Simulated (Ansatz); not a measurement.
The system is W2C.

```
W C
1.0
     3.07005    0.00000    0.00000
    -1.53502    2.65874    0.00000
     0.00000    0.00000    4.67843
W C
2 1
Direct
  0.66667 0.33333 0.25367
  0.33333 0.66667 0.74633
  0.00000 0.00000 0.00000
```

The cell comes from a database or a generator and needn't be the stable form of this composition.

```yaml
Program: Ansatz 0.2.0
Task: single point
Functional: PBE
Potentials_or_basis: all-electron LAPW, scalar-relativistic
Cutoff: 358 eV (chosen from the basis error)
Basis_error_allowed: 0.001 eV/atom
k_mesh: 10 × 10 × 6
Occupations: fermi-dirac, width 0.05 eV
Spin: no spin polarisation
```

On this cell: pressure -1.7 GPa; largest force 0.009 eV/Å; band gap on the k mesh none (metal or under the smearing width).

The same run follows on a disturbed copy (atoms moved at random, drawn with an rms of 0.05 Å):

```
CELL_PARAMETERS angstrom
3.07005 0.00000 0.00000
-1.53502 2.65874 0.00000
0.00000 0.00000 4.67843
ATOMIC_POSITIONS crystal
W 0.67577 0.34560 0.24777
W 0.31756 0.65626 0.74355
C 0.99988 0.00368 0.99864
```

Question: What changes?

Answer: The energy (extrapolated to zero smearing) moves by +4.5 meV/atom; pressure -0.9 GPa; largest force 0.445 eV/Å; band gap on the k mesh none (metal or under the smearing width).

Forces on the atoms (eV/Å):
```
W   -0.118 -0.232  0.361
W    0.188  0.343 -0.143
C   -0.070 -0.111 -0.218
```

Stress tensor (GPa, compression positive):
```
-2.19 -0.52 -1.21
-0.52 -0.37 -2.03
-1.21 -2.03 -0.17
```
